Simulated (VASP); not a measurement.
# ZnAu (Pm-3m) in VASP: settings compared, part 2 of 2

VASP 6.6.1. Earlier steps stand in the parts before.

### Step 4. Single point, PBE

INCAR

```
SYSTEM = ZnAu
PREC     = Accurate       ! precision mode
ENCUT    = 900            ! plane-wave cutoff, eV
EDIFF    = 1E-8           ! SCF threshold, eV
ISMEAR   = 0              ! smearing method
SIGMA    = 0.05           ! smearing width, eV
LREAL    = .FALSE.        ! projectors in reciprocal space
LASPH    = .TRUE.         ! aspherical terms in the spheres
NELM     = 100            ! most SCF steps
ALGO     = Normal         ! electronic algorithm
ISIF     = 2              ! what is computed and relaxed
LWAVE    = .FALSE.        ! write WAVECAR
LCHARG   = .FALSE.        ! write CHGCAR
GGA      = PE             ! functional
NBANDS   = 18             ! bands
ADDGRID  = .FALSE.
```

KPOINTS

```
regular mesh
0
G
  18 18 18
  0 0 0
```

POSCAR

```
ZnAu
1.0
    3.1470000000      0.0000000000      0.0000000000
    0.0000000000      3.1470000000      0.0000000000
    0.0000000000      0.0000000000      3.1470000000
Au Zn
1 1
Direct
    0.0000000000      0.0000000000      0.0000000000
    0.5000000000      0.5000000000      0.5000000000
```

Potentials or basis: VASP PAW PBE potentials, release 64 (Au, Zn).

Started as:

```bash
$ cat potpaw_PBE.64/Au/POTCAR potpaw_PBE.64/Zn/POTCAR > POTCAR
$ mpirun -np 1 vasp_std > vasp.out
```

OUTCAR:

```text
SYSTEM = ZnAu
   PREC = Accurate
   ENCUT = 900
   EDIFF = 1E-8
   ISMEAR = 0
   LREAL = .FALSE.
   LASPH = .TRUE.
   NELM = 100
   ISIF = 2
   GGA = PE

 ion  position               nearest neighbor table
   1  0.000  0.000  0.000-   2 2.73   2 2.73   2 2.73   2 2.73   2 2.73   2 2.73   2 2.73   2 2.73

   2  0.500  0.500  0.500-   1 2.73   1 2.73   1 2.73   1 2.73   1 2.73   1 2.73   1 2.73   1 2.73

  LATTYP: Found a simple cubic cell.
 ALAT       =     3.1470000000

  Lattice vectors:

 A1 = (   3.1470000000,   0.0000000000,   0.0000000000)
 A2 = (   0.0000000000,   3.1470000000,   0.0000000000)
 A3 = (   0.0000000000,   0.0000000000,   3.1470000000)

Analysis of symmetry for initial positions (statically):
=====================================================================
 Subroutine PRICEL returns:
 Original cell was already a primitive cell.

 Routine SETGRP: Setting up the symmetry group for a
 simple cubic supercell.

 Subroutine GETGRP returns: Found 48 space group operations
 (whereof 48 operations were pure point group operations)
 out of a pool of 48 trial point group operations.

The static configuration has the point symmetry O_h .

Analysis of symmetry for dynamics (positions and initial velocities):
=====================================================================
 Subroutine PRICEL returns:
 Original cell was already a primitive cell.

 Routine SETGRP: Setting up the symmetry group for a
 simple cubic supercell.

 Subroutine GETGRP returns: Found 48 space group operations
 (whereof 48 operations were pure point group operations)
 out of a pool of 48 trial point group operations.

The dynamic configuration has the point symmetry O_h .

 Subroutine INISYM returns: Found 48 space group operations
 (whereof 48 operations are pure point group operations),
 and found     1 'primitive' translations

----------------------------------------------------------------------------------------
[... 107 lines left out ...]
   EFERMI =   0.00;   METHOD = LEGACY
   ISMEAR =     0;   SIGMA  =   0.05  broadening in eV -4-tet -1-fermi 0-gaus
   EFERMI_NEDOS =   21; number of points for ismear=-14 and -15
   IALGO  =     38    algorithm
   IMIX   =      4    mixing-type and parameters
     AMIX     =   0.40;   BMIX     =  1.00
     AMIX_MAG =   1.60;   BMIX_MAG =  1.00
  volume/ion in A,a.u.               =      15.58       105.16
  Fermi-wavevector in a.u.,A,eV,Ry     =   1.479406  2.795672 29.778283  2.188642
  Thomas-Fermi vector in A             =   2.593568
   LORBIT       =      0    0 simple, 1 ext, 2 COOP (PROOUT), +10 PAW based schemes
   GGA     = PE    functional components
   LHFCALC =     F    Hartree Fock is set to
   AEXX    =    0.0000 exact exchange contribution
   IVDW    =     0    specifies the selected vdW correction
   LEPSILON=     F    determine dielectric tensor
   LRPA    =     F    only Hartree local field effects (RPA)
 non-spin polarized calculation
 Gauss-broadening in eV      SIGMA  =   0.05
  energy-cutoff  :      900.00
  volume of cell :       31.17
 maximum number of plane-waves:      1936
 NGX is ok and might be reduce to    32
   NGX = 15   NGY = 15   NGZ = 15

 number of electron      23.0000007 magnetization

 Free energy of the ion-electron system (eV)
  ---------------------------------------------------
  ext. energy  EPLUGINS =         0.00000000
  ---------------------------------------------------
  free energy    TOTEN  =        -4.73212068 eV

  energy without entropy =       -4.73173130  energy(sigma->0) =       -4.73192599

 E-fermi :   7.1431     XC(G=0): -12.3780

 val. band max:        7.1121452070   @ k =   0.5000   0.3889   0.3333
 cond. band min:       7.1432879012   @ k =   0.2778   0.0556   0.0000
 fundamental gap:      0.0311426941
 Fermi energy:         7.1431056334

 k-point     1 :       0.0000    0.0000    0.0000
  band No.  band energies     occupation
      1      -3.5228      2.00000
      2      -1.0338      2.00000
      3      -1.0338      2.00000
      4      -0.3431      2.00000
      5      -0.3431      2.00000
      6      -0.3431      2.00000
[... 481 lines left out ...]
      5      -0.2944      2.00000
      6      -0.2414      2.00000
[... 10 lines left out ...]
     17      20.1940      0.00000
     18      21.8132      0.00000

 [... further k-points ...]
[... 5 lines left out ...]
  --------------------------------------------------------------------------------------
  -------------------------------------------------------------------------------------
  Total        0.9837962      0.9837962      0.9837962      0.0000000      0.0000000      0.0000000
  in kB       50.5737876     50.5737876     50.5737876      0.0000000      0.0000000      0.0000000
  external PRESSURE =      50.5737876 kB  Pullay stress =       0.0000000 kB

 VOLUME and BASIS-vectors are now :
 -----------------------------------------------------------------------------
  energy-cutoff  :      900.00
  volume of cell :       31.17
      direct lattice vectors                 reciprocal lattice vectors
     3.147000000  0.000000000  0.000000000     0.317762949  0.000000000  0.000000000
     0.000000000  3.147000000  0.000000000     0.000000000  0.317762949  0.000000000
     0.000000000  0.000000000  3.147000000     0.000000000  0.000000000  0.317762949

 POSITION                                       TOTAL-FORCE (eV/Angst)
 -----------------------------------------------------------------------------------
      0.00000      0.00000      0.00000         0.000000      0.000000      0.000000
      1.57350      1.57350      1.57350         0.000000      0.000000      0.000000
 -----------------------------------------------------------------------------------
    total drift:                                0.000000      0.000000     -0.000000

  FREE ENERGIE OF THE ION-ELECTRON SYSTEM (eV)
  ---------------------------------------------------
  free  energy   TOTEN  =        -4.7321206802 eV

  energy  without entropy=       -4.7317312989  energy(sigma->0) =       -4.73192599
```

OSZICAR:

```text
N       E                     dE             d eps       ncg     rms          rms(c)
DAV:   1     0.174762094490E+03    0.17476E+03   -0.16012E+04  8024   0.244E+03
DAV:   2     0.338353164076E+01   -0.17138E+03   -0.16327E+03  8058   0.423E+02
DAV:   3    -0.509493170185E+01   -0.84785E+01   -0.83843E+01  8612   0.891E+01
DAV:   4    -0.518601423553E+01   -0.91083E-01   -0.91005E-01  8714   0.804E+00
DAV:   5    -0.518683861664E+01   -0.82438E-03   -0.82436E-03  8448   0.827E-01    0.854E+00
DAV:   6    -0.476584790379E+01    0.42099E+00   -0.11949E+00  8456   0.121E+01    0.540E+00
DAV:   7    -0.474008831251E+01    0.25760E-01   -0.31560E-02 10582   0.362E+00    0.285E+00
DAV:   8    -0.473210851472E+01    0.79798E-02   -0.93777E-03  8182   0.100E+00    0.152E-01
DAV:   9    -0.473210838498E+01    0.12974E-06   -0.27816E-04  9590   0.290E-01    0.743E-02
DAV:  10    -0.473211978046E+01   -0.11395E-04   -0.41861E-05  8452   0.663E-02    0.185E-02
DAV:  11    -0.473212087076E+01   -0.10903E-05   -0.24158E-06  8426   0.211E-02    0.487E-03
DAV:  12    -0.473212061879E+01    0.25197E-06   -0.12521E-07 10018   0.980E-03    0.146E-03
DAV:  13    -0.473212067462E+01   -0.55825E-07   -0.16046E-08  5204   0.411E-03    0.941E-05
DAV:  14    -0.473212068015E+01   -0.55388E-08   -0.27486E-09  4256   0.522E-04
   1 F= -.47321207E+01 E0= -.47319260E+01  d E =-.389381E-03
```

stdout:

```text
POSCAR found type information on POSCAR AuZn
 POSCAR found :  2 types and       2 ions
 scaLAPACK will be used
 LDA part: xc-table for (Slater+PW92), standard interpolation
 POSCAR, INCAR and KPOINTS ok, starting setup
 FFT: planning ... GRIDC
 FFT: planning ... GRID_SOFT
 FFT: planning ... GRID
 WAVECAR not read
 entering main loop
```

Run time: 4.9 min. Hardware: 1 thread of AMD EPYC, shared host; peak memory 0.38 GiB.

Results:

```
Free energy            : -4.7321 eV
Pressure               : 5.1 GPa
Band gap on the k mesh : none (metal or under the smearing width)
```

Levels at points of the mesh, in eV from the Fermi level:
| k point | band 9 | band 10 | band 11 | band 12 | band 13 | band 14 | band 15 | band 16 |
| --- | --- | --- | --- | --- | --- | --- | --- | --- |
| (0.00, 0.00, 0.00) | -3.79 | -3.79 | -3.79 | 4.95 | 4.95 | 4.95 | 8.81 | 12.08 |
| (0.50, 0.00, 0.00) | -4.97 | -4.97 | -3.95 | -2.43 | 10.38 | 11.10 | 11.10 | 11.16 |
| (0.50, 0.50, 0.00) | -4.14 | -3.21 | -2.02 | -2.02 | 0.79 | 2.45 | 10.36 | 12.64 |
| (0.50, 0.50, 0.50) | -3.16 | -3.16 | 1.36 | 3.55 | 3.71 | 3.71 | 3.71 | 5.85 |

Spin-orbit coupling is left out, which matters for the levels of Au.

### Step 5. Single point, PBE

Changes to INCAR since step 4:

```diff
@@ -2,6 +2,6 @@
 PREC     = Accurate       ! precision mode
-ENCUT    = 900            ! plane-wave cutoff, eV
-EDIFF    = 1E-8           ! SCF threshold, eV
+ENCUT    = 200            ! plane-wave cutoff, eV
+EDIFF    = 1E-6           ! SCF threshold, eV
 ISMEAR   = 0              ! smearing method
-SIGMA    = 0.05           ! smearing width, eV
+SIGMA    = 0.2            ! smearing width, eV
 LREAL    = .FALSE.        ! projectors in reciprocal space
```

KPOINTS

```
regular mesh
0
G
  3 3 3
  0 0 0
```

POSCAR is that of step 4.

Started as:

```bash
$ cat potpaw_PBE.64/Au/POTCAR potpaw_PBE.64/Zn/POTCAR > POTCAR
$ mpirun -np 1 vasp_std > vasp.out
```

It took 6.5 s on 1 thread of AMD EPYC, shared host; peak memory 0.08 GiB.

The run converged, but a check on its numbers failed (symmetry, net force, bounds or a known fault of this set-up), so they aren't taken as properties of the crystal.

Caveat: the k mesh is coarse (spacing up to 0.67 Å⁻¹), so the values aren't converged; the cutoff lies under the usual one of these potentials, so the numbers hold a large basis-set error; a pressure of tens of GPa on the cell as given is suspect, and the run, the potentials or the cell itself is likely at fault.

### Step 6. For comparison

An earlier run on the cell as given: functional PBE; potentials or basis VASP PAW PBE potentials, release 64 (Au, Zn); cutoff 520 eV; k mesh 8 × 8 × 8; occupations fermi-dirac, width 0.05 eV; no spin polarisation.

- Pressure: 5.2 GPa
- Band gap on the k mesh: none (metal or under the smearing width)

### Step 7. Overview

```csv
task,level,U,cell,k mesh,cutoff (eV),smearing,optimiser,LDAUTYPE,hund's J,atoms held fixed (from 0),gap on the mesh (eV),pressure (GPa)
relaxation of cell and atoms,optB88-vdW,-,relaxed,8 × 8 × 8,600,methfessel-paxton 0.2 eV,vasp,-,-,-,none,0.0
relaxation of the atoms,PBE+TS+U,"Au d U = 6.2 eV, J = 0.5 eV",atoms relaxed from: cell strained at random at fixed volume,8 × 8 × 8,520,methfessel-paxton 0.1 eV,-,2,0.5,[0],none,-2.6
single point,PBE,-,as given,18 × 18 × 18,900,gaussian 0.05 eV,-,-,-,-,none,5.1
single point,PBE,-,as given,8 × 8 × 8,520,fermi-dirac 0.05 eV,-,-,-,-,none,5.2
```

Alike in all rows: potentials or basis VASP PAW PBE potentials, release 64 (Au, Zn); no spin polarisation.

Caveats: the PAW data sets were made with another functional, which shifts forces and pressure a little (some runs); the relaxation stopped at its first step, so nothing moved (some runs); atom-pairwise D2, TS and ULG terms overbind metals (some runs); U without spin polarisation on a metal has little footing (some runs); pairwise dispersion overbinds metals, which lowers pressure and volume (some runs); the U is typed as a test and isn't derived for this compound (some runs).

Total energies depend on the potentials used, so only differences within one code and one set of settings carry meaning.
